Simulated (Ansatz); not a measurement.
**Cu2O (Cuprite) in Ansatz: the effect of functional**

Cu2O (Cuprite):

```
Cu O
1.0
     4.31606    0.00000    0.00000
     0.00000    4.31606    0.00000
     0.00000    0.00000    4.31606
Cu O
4 2
Direct
  0.75000 0.25000 0.75000
  0.75000 0.75000 0.25000
  0.25000 0.75000 0.75000
  0.25000 0.25000 0.25000
  0.50000 0.50000 0.50000
  0.00000 0.00000 0.00000
```

The cell isn't the ideal one: volume scaled by 1.04.

Alike in all runs:

* Program: Ansatz 0.2.0
* Task: single point
* Potentials or basis: Ansatz PAW
* k mesh: 6 × 6 × 6
* Occupations: fermi-dirac, width 0.05 eV
* Spin: no spin polarisation

| functional | cutoff | gap on the mesh (eV) | pressure (GPa) |
| --- | --- | --- | --- |
| PBEsol | 420 eV (not typed: the program's choice for these potentials) | ? | ? |
| LDA | 420 eV (not typed: the program's choice for these potentials) | 0.45 | -12.2 |
| r2SCAN | 500 eV (not typed: the program's choice for these potentials) | 0.68 | -5.6 |
| PBE | 420 eV (not typed: the program's choice for these potentials) | 0.45 | -1.3 |

Q: What does the run with functional PBEsol give?

A: gap on the mesh 0.41 eV; pressure -7.4 GPa.

Caveats: the PAW data sets come from PBE, with cores solved anew for the run's functional, which leaves a small shift of forces and pressure (some runs).

A k mesh can miss the band edges.
